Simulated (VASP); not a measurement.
A run of VASP 6.6.1 is set up as follows.

The input INCAR:

```
SYSTEM = WS2
PREC     = Accurate       ! precision mode
ENCUT    = 600            ! plane-wave cutoff, eV
EDIFF    = 1E-7           ! SCF threshold, eV
ISMEAR   = 0              ! smearing method
SIGMA    = 0.03           ! smearing width, eV
LREAL    = .FALSE.        ! projectors in reciprocal space
LASPH    = .TRUE.         ! aspherical terms in the spheres
NELM     = 80             ! most SCF steps
ALGO     = Normal         ! electronic algorithm
ISIF     = 3              ! what is computed and relaxed
LWAVE    = .FALSE.        ! write WAVECAR
LCHARG   = .FALSE.        ! write CHGCAR
GGA      = MK             ! functional
LUSE_VDW = .TRUE.       
AGGAC    = 0.0          
PARAM1   = 0.1234       
PARAM2   = 0.711357     
ZAB_VDW  = -1.8867      
IBRION   = 2              ! ionic algorithm
NSW      = 90             ! ionic steps
EDIFFG   = -0.005         ! ionic threshold
KPAR     = 2
```

File KPOINTS:

```
regular mesh
0
G
  10 10 10
  0 0 0
```

File POSCAR:

```
WS2                                     
1.0
    1.5863422476      0.9158751237      6.1908058574
   -1.5863422476      0.9158751237      6.1908058574
    0.0000000000     -1.8317502474      6.1908058574
  W               S             
     1     2
Direct
     0.0006663065836964    0.0006663065836964    0.0006663065836956
     0.2491326424353038    0.2491326424353038    0.2491326424353046
     0.4189010509809940    0.4189010509809940    0.4189010509809939
```

Potentials or basis: VASP PAW PBE potentials, release 64 (W_sv, S).

The run is started by

```sh
$ cat potpaw_PBE.64/W_sv/POTCAR potpaw_PBE.64/S/POTCAR > POTCAR
$ mpirun -np 2 vasp_std > vasp.out
```

(1) What does it give for the band gap on the k mesh?

## Answers

(1) 1.05 eV, indirect (least direct gap 2.20 eV).

Caveat: spin-orbit coupling is left out, which moves the levels of the heavy elements.
